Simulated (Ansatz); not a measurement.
**Ir: enthalpy against pressure**

Ir, Fm-3m, a = 3.830 Å. Ansatz: PBEsol, PAW, 420 eV, Γ-centred 18×18×18 mesh on 1 atom, Gaussian smearing 0.10 eV; no spin polarisation. Cell and atoms are relaxed at each pressure, and no other structure is tried, so the rows at high pressure may lie past a change of phase. y is the enthalpy over the state at zero pressure; there V0 = 14.047 Å³/atom. The pressures are the targets, met within 0.07 GPa.

```
P (GPa) y (eV/atom)
   -1.0      -0.0878
    0.0       0.0000
    1.0       0.0876
    4.0       0.3489
   12.0       1.0367
   25.0            ?
   50.0       4.1541
   90.0       7.2292
```

Fit y = c1 P + c2 P² + c3 P³ to the other rows, say what c1 and c2 mean, and predict the missing value.

Least squares on the rows shown. y = 0.087589 P − 0.00010193 P² + 2.3569×10⁻⁷ P³. Since dH/dP = V, c1 is V0: 0.087589 eV/GPa × 160.2 = 14.032 Å³ against 14.047; c2 = −V0/(2B0) gives B0 = 430 GPa, where a Birch–Murnaghan fit to the volumes of the same runs (not shown) gives 387 GPa: a cubic over this range folds the higher terms into c2. At P = 25.0 the fit asked for gives 2.1297 eV/atom. The run gave 2.1287 eV/atom, so the fit is 0.0010 eV/atom too high, 0.014 % of the span of the series, against an rms of 0.00010 eV/atom on the fitted rows. With a term in P⁴ added, a fit to the same known rows predicts 2.1286 eV/atom, so most of the miss is curvature that the known rows already hold.

The mesh isn't the same in all rows (18×18×18, 20×20×20). Spin–orbit coupling is left out, which can shift energies with elements as heavy as these.